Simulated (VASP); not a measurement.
# Si2W (P6_222) in VASP: further runs, part 2 of 3

VASP 6.6.1.

**6. Equation of state, PBEsol, 13.92 Å³/atom (volume scaled by 1.02)**

INCAR

```
SYSTEM = Si2W
PREC = Accurate
ENCUT = 520
EDIFF = 1E-7
ISMEAR = -1
SIGMA = 0.05
LREAL = .False.
LASPH = .True.
NELM = 100
ALGO = Normal
ISIF = 2
LWAVE = .False.
LCHARG = .False.
GGA = PS
NBANDS = 43
KPAR = 4
```

KPOINTS

```
Automatic mesh
0
Gamma
  7 7 4
  0 0 0
```

POSCAR

```
Si2W
1.0
    4.6474284545      0.0000000000      0.0000000000
   -2.3237142273      4.0247911039      0.0000000000
    0.0000000000      0.0000000000      6.6972843569
W Si
3 6
Direct
    0.5000000000      0.0000000000      0.5000000000
    0.5000000000      0.5000000000      0.8333333333
    0.0000000000      0.5000000000      0.1666666667
    0.3272520000      0.1636260000      0.1666666667
    0.8363740000      0.1636260000      0.8333333333
    0.1636260000      0.3272520000      0.5000000000
    0.6727480000      0.8363740000      0.1666666667
    0.1636260000      0.8363740000      0.8333333333
    0.8363740000      0.6727480000      0.5000000000
```

Potentials or basis: VASP PAW PBE potentials, release 64 (W_sv, Si).

Command:

```console
$ cat potpaw_PBE.64/W_sv/POTCAR potpaw_PBE.64/Si/POTCAR > POTCAR
$ mpirun -np 4 vasp_std > vasp.out
```

It took 52 s on 4 MPI ranks of Intel Xeon Platinum 8259CL at 2.50GHz (Skylake/Cascade Lake), shared host; peak memory 0.3 GiB.

It converged, with:

| Property | Result |
| --- | --- |
| Free energy | -79.1536 eV |
| Pressure | -9.3 GPa |
| Largest force | 0.044 eV/Å |
| Band gap on the k mesh | 0.22 eV, indirect (least direct gap 0.65 eV) |

Caveat: the PAW data sets were made with another functional, which shifts forces and pressure a little; spin-orbit coupling is left out, which moves the levels of the heavy elements; an odd mesh through Γ misses points on the zone boundary, where band edges often lie.

**7. Equation of state, PBEsol, 14.19 Å³/atom (volume scaled by 1.04)**

INCAR is that of step 6.

KPOINTS is that of step 6.

POSCAR: that of step 6 with these lines changed.

```diff
@@ -2,5 +2,5 @@
 1.0
-    4.6474284545      0.0000000000      0.0000000000
-   -2.3237142273      4.0247911039      0.0000000000
-    0.0000000000      0.0000000000      6.6972843569
+    4.6776074070      0.0000000000      0.0000000000
+   -2.3388037035      4.0509268433      0.0000000000
+    0.0000000000      0.0000000000      6.7407744350
 W Si
```

Command:

```console
$ cat potpaw_PBE.64/W_sv/POTCAR potpaw_PBE.64/Si/POTCAR > POTCAR
$ mpirun -np 4 vasp_std > vasp.out
```

Run time: 61 s. Hardware: 4 MPI ranks of Intel Xeon Platinum 8259CL at 2.50GHz (Skylake/Cascade Lake), shared host; peak memory 0.3 GiB.

Results (log left out):

```yaml
Free_energy: -78.9833 eV
Pressure: -12.9 GPa
Largest_force: 0.054 eV/Å
Band_gap_on_the_k_mesh: 0.21 eV, indirect (least direct gap 0.62 eV)
```

Caveat: the PAW data sets were made with another functional, which shifts forces and pressure a little; spin-orbit coupling is left out, which moves the levels of the heavy elements; an odd mesh through Γ misses points on the zone boundary, where band edges often lie.

**8. Equation of state, PBEsol, 14.46 Å³/atom (volume scaled by 1.06)**

INCAR is that of step 7.

KPOINTS is that of step 7.

POSCAR: that of step 7 with these lines changed.

```diff
@@ -2,5 +2,5 @@
 1.0
-    4.6776074070      0.0000000000      0.0000000000
-   -2.3388037035      4.0509268433      0.0000000000
-    0.0000000000      0.0000000000      6.7407744350
+    4.7074018880      0.0000000000      0.0000000000
+   -2.3537009441      4.0767296208      0.0000000000
+    0.0000000000      0.0000000000      6.7837104616
 W Si
```

Command:

```console
$ cat potpaw_PBE.64/W_sv/POTCAR potpaw_PBE.64/Si/POTCAR > POTCAR
$ mpirun -np 4 vasp_std > vasp.out
```

Run time: 59 s. Hardware: 4 MPI ranks of Intel Xeon Platinum 8259CL at 2.50GHz (Skylake/Cascade Lake), shared host; peak memory 0.29 GiB.

Results (log left out):

```yaml
Free_energy: -78.7612 eV
Pressure: -16.1 GPa
Largest_force: 0.064 eV/Å
Band_gap_on_the_k_mesh: 0.21 eV, indirect (least direct gap 0.59 eV)
```

Caveat: the PAW data sets were made with another functional, which shifts forces and pressure a little; spin-orbit coupling is left out, which moves the levels of the heavy elements; an odd mesh through Γ misses points on the zone boundary, where band edges often lie.

**9. Equation of state, PBEsol**

Potentials or basis: VASP PAW PBE potentials, release 64 (W_sv, Si).

No new run: the results of the series are fitted here.

Results:

| Item | Value |
| --- | --- |
| Equilibrium volume | 13.33 Å³/atom |
| Bulk modulus at fixed shape and positions | 235 GPa |
| Pressure derivative of the bulk modulus | 4.4 |

Energy against volume, from the lowest point:
| volume (Å³/atom) | energy (meV/atom) |
| --- | --- |
| 12.827 | 14.66 |
| 13.100 | 2.83 |
| 13.373 | 0.00 |
| 13.646 | 5.24 |
| 13.919 | 17.70 |
| 14.192 | 36.62 |
| 14.465 | 61.30 |

Caveat: the cell was scaled at fixed shape and fractional positions, which overstates the stiffness of a crystal with free parameters, most of all of layers and chains; the PAW data sets were made with another functional, which shifts forces and pressure a little.

**10. Single point, PBE**

INCAR

```
SYSTEM = Si2W
PREC = Accurate ; ENCUT = 520
EDIFF = 1E-7 ; ISMEAR = -1
SIGMA = 0.05 ; LREAL = .FALSE.
LASPH = .TRUE. ; NELM = 60
ALGO = Normal ; ISIF = 2
LWAVE = .FALSE. ; LCHARG = .TRUE.
GGA = PE ; LELF = .TRUE.
LVHAR = .TRUE. ; NBANDS = 43
```

KPOINTS

```
Automatic mesh
0
G
  7 7 4
  0 0 0
```

POSCAR: that of step 8 with these lines changed.

```diff
@@ -2,5 +2,5 @@
 1.0
-    4.7074018880      0.0000000000      0.0000000000
-   -2.3537009441      4.0767296208      0.0000000000
-    0.0000000000      0.0000000000      6.7837104616
+    4.6168523821      0.0000000000      0.0000000000
+   -2.3084261911      3.9983114484      0.0000000000
+    0.0000000000      0.0000000000      6.6532220000
 W Si
```

Command:

```console
$ cat potpaw_PBE.64/W_sv/POTCAR potpaw_PBE.64/Si/POTCAR > POTCAR
$ mpirun -np 1 vasp_std > vasp.out
```

Wall time 87 s (1 thread of AMD EPYC 9R45 (Zen 5), shared host); peak memory 0.26 GiB.

The run converged. Its results:

```
Free energy            : -73.8325 eV
Pressure               : -0.4 GPa
Band gap on the k mesh : 0.22 eV, indirect (least direct gap 0.68 eV)
```

Stress tensor (GPa, compression positive):
```
-0.33  0.00  0.00
 0.00 -0.33  0.00
 0.00  0.00 -0.58
```

Levels at points of the mesh, in eV from the valence-band top:
| k point | band 30 | band 31 | band 32 | band 33 | band 34 | band 35 | band 36 | band 37 |
| --- | --- | --- | --- | --- | --- | --- | --- | --- |
| (0.00, 0.00, 0.00) | -3.28 | -2.94 | -2.49 | -0.83 | 2.30 | 2.30 | 2.37 | 2.39 |
| (0.00, 0.00, 0.50) | -2.64 | -2.51 | -0.63 | -0.63 | 1.85 | 2.08 | 2.08 | 2.33 |

Caveat: spin-orbit coupling is left out, which moves the levels of the heavy elements; an odd mesh through Γ misses points on the zone boundary, where band edges often lie.

**11. Single point, PBE (atoms moved at random, drawn with an rms of 0.05 Å)**

INCAR

```
ALGO = Normal ; EDIFF = 1E-7
ENCUT = 520 ; GGA = PE
ISIF = 2 ; ISMEAR = -1
LASPH = True ; LCHARG = False
LREAL = False ; LWAVE = False
NBANDS = 43 ; NELM = 60
PREC = Accurate ; SIGMA = 0.05
```

KPOINTS

```
k-points
0
Gamma
  7 7 4
```

POSCAR

```
Si2W
1.0
    4.6168523821      0.0000000000      0.0000000000
   -2.3084261911      3.9983114484      0.0000000000
    0.0000000000      0.0000000000      6.6532220000
W Si
3 6
Direct
    0.5089400000      0.0040880000      0.5064200000
    0.4953170000      0.4900060000      0.8279550000
   -0.0042450000      0.4991370000      0.1699210000
    0.3143020000      0.1595440000      0.1662430000
    0.8414210000      0.1722940000      0.8327910000
    0.1596360000      0.3153370000      0.4983370000
    0.6750990000      0.8402330000      0.1617900000
    0.1674930000      0.8419070000      0.8275760000
    0.8357440000      0.6767120000      0.5031760000
```

Potentials or basis: VASP PAW PBE potentials, release 64 (W_sv, Si).

Command:

```console
$ cat potpaw_PBE.64/W_sv/POTCAR potpaw_PBE.64/Si/POTCAR > POTCAR
$ mpirun -np 1 vasp_std > vasp.out
```

OUTCAR:

```text
EDIFF = 1E-7
   ENCUT = 520
   GGA = PE
   ISIF = 2
   ISMEAR = -1
   LASPH = True
   LREAL = False
   NELM = 60
   PREC = Accurate

 ion  position               nearest neighbor table
   1  0.509  0.004  0.506-   8 2.54   5 2.55   6 2.60   9 2.62   6 2.64   7 2.65   4 2.66   9 2.69
                             9 2.69   6 2.75   2 3.12   2 3.17   3 3.19   3 3.25
   2  0.495  0.490  0.828-   9 2.55   6 2.57   8 2.59   4 2.61   5 2.62   7 2.63   5 2.66   8 2.69
                             8 2.72   5 2.73   1 3.12   1 3.17   3 3.23   3 3.25
   3  0.996  0.499  0.170-   6 2.59   9 2.60   5 2.60   4 2.63   7 2.64   4 2.64   7 2.65   8 2.66
                             7 2.72   4 2.72   1 3.19   2 3.23   1 3.25   2 3.25
   4  0.314  0.160  0.166-   6 2.53   7 2.56   8 2.59   2 2.61   3 2.63   3 2.64   1 2.66   7 2.72
                             7 2.72   3 2.72   5 3.13
   5  0.841  0.172  0.833-   1 2.55   7 2.56   6 2.56   3 2.60   2 2.62   8 2.62   2 2.66   8 2.68
                             8 2.69   2 2.73   4 3.13
   6  0.160  0.315  0.498-   4 2.53   9 2.55   5 2.56   2 2.57   3 2.59   1 2.60   1 2.64   9 2.71
                             9 2.74   1 2.75   8 3.11
   7  0.675  0.840  0.162-   4 2.56   5 2.56   9 2.62   2 2.63   3 2.64   1 2.65   3 2.65   3 2.72
                             4 2.72   4 2.72
   8  0.167  0.842  0.828-   9 2.53   1 2.54   4 2.59   2 2.59   5 2.62   3 2.66   5 2.68   2 2.69
                             5 2.69   2 2.72   6 3.11
   9  0.836  0.677  0.503-   8 2.53   6 2.55   2 2.55   3 2.60   7 2.62   1 2.62   1 2.69   1 2.69
                             6 2.71   6 2.74

  LATTYP: Found a hexagonal cell.
 ALAT       =     4.6168523821
 C/A-ratio  =     1.4410731488

  Lattice vectors:

 A1 = (   4.6168523821,   0.0000000000,   0.0000000000)
 A2 = (  -2.3084261911,   3.9983114484,   0.0000000000)
 A3 = (   0.0000000000,   0.0000000000,   6.6532220000)

Analysis of symmetry for initial positions (statically):
=====================================================================
 Subroutine PRICEL returns:
 Original cell was already a primitive cell.

 Routine SETGRP: Setting up the symmetry group for a
 hexagonal supercell.

 Subroutine GETGRP returns: Found  1 space group operations
 (whereof  1 operations were pure point group operations)
 out of a pool of 24 trial point group operations.

The static configuration has the point symmetry C_1 .

Analysis of symmetry for dynamics (positions and initial velocities):
=====================================================================
 Subroutine PRICEL returns:
 Original cell was already a primitive cell.

 Routine SETGRP: Setting up the symmetry group for a
 hexagonal supercell.

 Subroutine GETGRP returns: Found  1 space group operations
 (whereof  1 operations were pure point group operations)
 out of a pool of 24 trial point group operations.

The dynamic configuration has the point symmetry C_1 .

 Subroutine INISYM returns: Found  1 space group operations
 (whereof  1 operations are pure point group operations),
 and found     1 'primitive' translations

----------------------------------------------------------------------------------------

                                     Primitive cell

  volume of cell :     122.8159

[... 61 lines left out ...]
  0.000000  0.142857  0.000000      2.000000
 -0.142857  0.142857  0.000000      2.000000
  0.285714  0.000000  0.000000      2.000000
  0.000000  0.285714  0.000000      2.000000
[... 16 lines left out ...]
  0.285714  0.285714  0.000000      2.000000
 -0.285714 -0.428571  0.000000      2.000000
 [... further k-points ...]
   k-points           NKPTS =     99   k-points in BZ     NKDIM =     99   number of bands    NBANDS=     43
   number of dos      NEDOS =    301   number of ions     NIONS =      9
   total plane-waves  NPLWV =  64800
   dimension x,y,z NGX =    36 NGY =   36 NGZ =   50
   dimension x,y,z NGXF=    72 NGYF=   72 NGZF=  100
   ions per type =               3   6
   NGX,Y,Z   is equivalent  to a cutoff of  12.96, 12.96, 12.49 a.u.
   NGXF,Y,Z  is equivalent  to a cutoff of  25.93, 25.93, 24.99 a.u.
 SYSTEM =  unknown system
   PREC   = accura    normal or accurate (medium, high low for compatibility)
   ISTART =      0    job   : 0-new  1-cont  2-samecut
   ICHARG =      2    charge: 1-file 2-atom 10-const
   ISPIN  =      1    spin polarized calculation?
   LNONCOLLINEAR =      F non collinear calculations
   LSORBIT =      F    spin-orbit coupling
   LASPH  =      T    aspherical Exc in radial PAW
   ENCUT  =  520.0 eV  38.22 Ry    6.18 a.u.   8.58  8.58 12.37*2*pi/ulx,y,z
   NELM   =     60;   NELMIN=  2; NELMDL= -5     # of ELM steps
   EDIFF  = 0.1E-06   stopping-criterion for ELM
   LREAL  =      F    real-space projection
   EDIFFG = 0.1E-05   stopping-criterion for IOM
   NSW    =      0    number of steps for IOM
   IBRION =     -1    ionic relax: 0-MD 1-quasi-New 2-CG
   NFREE  =      0    steps in history (QN), initial steepest desc. (CG)
   ISIF   =      2    stress and relaxation
   ISYM   =      2    0-nonsym 1-usesym 2-fastsym
   POTIM  = 0.5000    time-step for ionic-motion
   TEBEG  =    0.0;   TEEND  =   0.0 temperature during run
   PSTRESS=    0.0 pullay stress
   NELECT =      66.0000    total number of electrons
   NUPDOWN=      -1.0000    fix difference up-down
   EMIN   =  10.00;   EMAX   =-10.00  energy-range for DOS
   EFERMI =   0.00;   METHOD = LEGACY
   ISMEAR =    -1;   SIGMA  =   0.05  broadening in eV -4-tet -1-fermi 0-gaus
   EFERMI_NEDOS =   21; number of points for ismear=-14 and -15
   IALGO  =     38    algorithm
   IMIX   =      4    mixing-type and parameters
     AMIX     =   0.40;   BMIX     =  1.00
     AMIX_MAG =   1.60;   BMIX_MAG =  1.00
  volume/ion in A,a.u.               =      13.65        92.09
  Fermi-wavevector in a.u.,A,eV,Ry     =   1.330979  2.515186 24.102797  1.771506
  Thomas-Fermi vector in A             =   2.460025
   LORBIT       =      0    0 simple, 1 ext, 2 COOP (PROOUT), +10 PAW based schemes
   GGA     = PE    functional components
   LHFCALC =     F    Hartree Fock is set to
   AEXX    =    0.0000 exact exchange contribution
   IVDW    =     0    specifies the selected vdW correction
   LEPSILON=     F    determine dielectric tensor
   LRPA    =     F    only Hartree local field effects (RPA)
 non-spin polarized calculation
  energy-cutoff  :      520.00
  volume of cell :      122.82
 maximum number of plane-waves:      3343
   NGX = 17   NGY = 17   NGZ = 25

 number of electron      65.9999996 magnetization

 Free energy of the ion-electron system (eV)
  ---------------------------------------------------
  ext. energy  EPLUGINS =         0.00000000
  ---------------------------------------------------
  free energy    TOTEN  =       -73.69279683 eV

  energy without entropy =      -73.68723945  energy(sigma->0) =      -73.69001814

 E-fermi :  12.3369     XC(G=0): -12.4663

 val. band max:       12.3298904113   @ k =   0.4286   0.0000   0.5000
 cond. band min:      12.3769369809   @ k =   0.0000   0.4286   0.0000
 fundamental gap:      0.0470465696
 Fermi energy:        12.3369314846

 k-point     1 :       0.0000    0.0000    0.0000
  band No.  band energies     occupation
      1     -62.0180      2.00000
      2     -61.9692      2.00000
      3     -61.9474      2.00000
      4     -26.3609      2.00000
      5     -26.3513      2.00000
      6     -26.3443      2.00000
[... 1093 lines left out ...]
     42      15.2683      0.00000
     43      15.9530      0.00000

 [... further k-points ...]
[... 5 lines left out ...]
  --------------------------------------------------------------------------------------
  -------------------------------------------------------------------------------------
  Total        0.1754741      0.3332946     -0.3216419      0.1235766      0.1852274     -0.3943570
  in kB        2.2891226      4.3479475     -4.1959336      1.6121006      2.4163581     -5.1445277
  external PRESSURE =       0.8137122 kB  Pullay stress =       0.0000000 kB

 VOLUME and BASIS-vectors are now :
 -----------------------------------------------------------------------------
  energy-cutoff  :      520.00
  volume of cell :      122.82
      direct lattice vectors                 reciprocal lattice vectors
     4.616852382  0.000000000  0.000000000     0.216597785  0.125052790  0.000000000
    -2.308426191  3.998311448  0.000000000     0.000000000  0.250105579  0.000000000
     0.000000000  0.000000000  6.653222000     0.000000000  0.000000000  0.150303116

 POSITION                                       TOTAL-FORCE (eV/Angst)
 -----------------------------------------------------------------------------------
      2.34026      0.01635      3.36932        -0.514882     -0.476435     -1.160821
      1.15566      1.95920      5.50857        -0.064916      0.868795      0.924006
      3.44503      1.99571      1.13052         0.186675      0.169602     -0.342294
      1.08279      0.63791      1.10605         0.650796      0.159045      0.076331
      3.48699      0.68889      5.54074        -0.004061     -0.227745      0.035634
      0.00908      1.26082      3.31555        -0.046792      0.521184      0.089173
      1.17722      3.35951      1.07642        -0.383965     -0.321153      0.215742
     -1.17019      3.36621      5.50605        -0.044955     -0.430678      0.499629
      2.29637      2.70571      3.34774         0.222099     -0.262615     -0.337399
 -----------------------------------------------------------------------------------
    total drift:                                0.000023      0.000051     -0.000104

  FREE ENERGIE OF THE ION-ELECTRON SYSTEM (eV)
  ---------------------------------------------------
  free  energy   TOTEN  =       -73.6927968291 eV

  energy  without entropy=      -73.6872394460  energy(sigma->0) =      -73.69001814
```

It took 6.2 min on 1 thread of AMD EPYC 9R45 (Zen 5), shared host; peak memory 0.48 GiB.

What came out:

```
Free energy            : -73.6928 eV
Pressure               : 0.1 GPa
Largest force          : 1.356 eV/Å
Band gap on the k mesh : 0.05 eV, indirect (least direct gap 0.57 eV)
```

Forces in eV/Å, atoms in the order of the input:
```
W   -0.515 -0.476 -1.161
W   -0.065  0.869  0.924
W    0.187  0.170 -0.342
Si   0.651  0.159  0.076
Si  -0.004 -0.228  0.036
Si  -0.047  0.521  0.089
Si  -0.384 -0.321  0.216
Si  -0.045 -0.431  0.500
Si   0.222 -0.263 -0.337
```

Caveat: spin-orbit coupling is left out, which moves the levels of the heavy elements; an odd mesh through Γ misses points on the zone boundary, where band edges often lie.

**12. Equation of state, PBE, 12.83 Å³/atom (volume scaled by 0.94)**

INCAR

```
SYSTEM = Si2W
  PREC = Accurate
  ENCUT = 520
  EDIFF = 1E-7
  ISMEAR = -1
  SIGMA = 0.05
  LREAL = .FALSE.
  LASPH = .TRUE.
  NELM = 60
  ALGO = Normal
  ISIF = 2
  LWAVE = .FALSE.
  LCHARG = .FALSE.
  GGA = PE
  NBANDS = 43
```

KPOINTS

```
Automatic mesh
0
G
  7 7 4
  0 0 0
```

POSCAR

```
Si2W
1.0
    4.5226044595      0.0000000000      0.0000000000
   -2.2613022298      3.9166903532      0.0000000000
    0.0000000000      0.0000000000      6.5174038494
W Si
3 6
Direct
    0.5000000000      0.0000000000      0.5000000000
    0.5000000000      0.5000000000      0.8333333333
    0.0000000000      0.5000000000      0.1666666667
    0.3272520000      0.1636260000      0.1666666667
    0.8363740000      0.1636260000      0.8333333333
    0.1636260000      0.3272520000      0.5000000000
    0.6727480000      0.8363740000      0.1666666667
    0.1636260000      0.8363740000      0.8333333333
    0.8363740000      0.6727480000      0.5000000000
```

Potentials or basis: VASP PAW PBE potentials, release 64 (W_sv, Si).

Command:

```console
$ cat potpaw_PBE.64/W_sv/POTCAR potpaw_PBE.64/Si/POTCAR > POTCAR
$ mpirun -np 1 vasp_std > vasp.out
```

Run time: 75 s. Hardware: 1 thread of AMD EPYC 9R45 (Zen 5), shared host; peak memory 0.25 GiB.

It converged, with:

| Property | Result |
| --- | --- |
| Free energy | -73.5114 eV |
| Pressure | 15.1 GPa |
| Largest force | 0.040 eV/Å |
| Band gap on the k mesh | 0.23 eV, indirect (least direct gap 0.77 eV) |

Caveat: spin-orbit coupling is left out, which moves the levels of the heavy elements; an odd mesh through Γ misses points on the zone boundary, where band edges often lie.

**13. Equation of state, PBE, 13.10 Å³/atom (volume scaled by 0.96)**

INCAR

```
SYSTEM = Si2W
ALGO = Normal ; EDIFF = 1E-7
ENCUT = 520 ; GGA = PE
ISIF = 2 ; ISMEAR = -1
LASPH = .True. ; LCHARG = .False.
LREAL = .False. ; LWAVE = .False.
NBANDS = 43 ; NELM = 100
PREC = Accurate ; SIGMA = 0.05
```

KPOINTS

```
k-points
0
Gamma
  7 7 4
  0 0 0
```

POSCAR: that of step 12 with these lines changed.

```diff
@@ -2,5 +2,5 @@
 1.0
-    4.5226044595      0.0000000000      0.0000000000
-   -2.2613022298      3.9166903532      0.0000000000
-    0.0000000000      0.0000000000      6.5174038494
+    4.5544548361      0.0000000000      0.0000000000
+   -2.2772274181      3.9442735884      0.0000000000
+    0.0000000000      0.0000000000      6.5633025718
 W Si
```

Command:

```console
$ cat potpaw_PBE.64/W_sv/POTCAR potpaw_PBE.64/Si/POTCAR > POTCAR
$ mpirun -np 1 vasp_std > vasp.out
```

It took 81 s on 1 thread of AMD EPYC 9R45 (Zen 5), shared host; peak memory 0.26 GiB.

It converged, with:

- Free energy: -73.6992 eV
- Pressure: 9.4 GPa
- Largest force: 0.026 eV/Å
- Band gap on the k mesh: 0.23 eV, indirect (least direct gap 0.74 eV)

Caveat: spin-orbit coupling is left out, which moves the levels of the heavy elements; an odd mesh through Γ misses points on the zone boundary, where band edges often lie.

[end of part 2 of 3]
